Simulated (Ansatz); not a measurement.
An input for Ansatz 0.2.0 (Mg):

The input input.yaml:

```yaml
crystal:
  lattice: { a: 3.54552899, b: 3.54552899, c: 3.54552899, alpha: 90.0, beta: 90.0, gamma: 90.0 }
  space_group: 229
  reduce_to_primitive: true
  atoms:
    - { symbol: Mg, wyckoff: "2a", position: [0.0, 0.0, 0.0], spin: 0.5 }
hamiltonian:
  xc: blyp
  pseudopotentials:
    kind: nc
    accuracy: standard
    azcp: { Mg: Mg_ONCV_PBE-1.2.nc.azcp }
magnetization:
  spin_polarized: true
  initial_magnetization: 1.0
  spin_locking: { lock_magnetization: hard }
kpoints:
  mp_grid: { grid: [11, 11, 11] }
scf:
  occupations: { method: methfessel_paxton, width: 0.15 }
output:
  forces: true
  stress: true
  eigenvalues: true
  xc_energy_on_converged_density: [lda, pbe, pbesol, rpbe, revpbe, r2scan]
```

Potentials or basis: SG15 NC.

The run is started by

```sh
$ ansatz run input.yaml --threads 1 --pin off --max-ram 2560MiB --backend cpu --events-out ev --progress --plain --runs-dir out
```

Task: What does the program do with it?

Result: The run stopped without a result. It printed:

Output:

```text
Error: inconsistent input (crystal.atoms[].spin, magnetization.initial_magnetization): Σ_i spin_i = 0.500000 μB but magnetization.initial_magnetization = 1.000000 μB (|Δ| = 5.00e-1 > 1e-4); adjust per-atom `spin:`, `per_species`, or `initial_magnetization` to agree
```
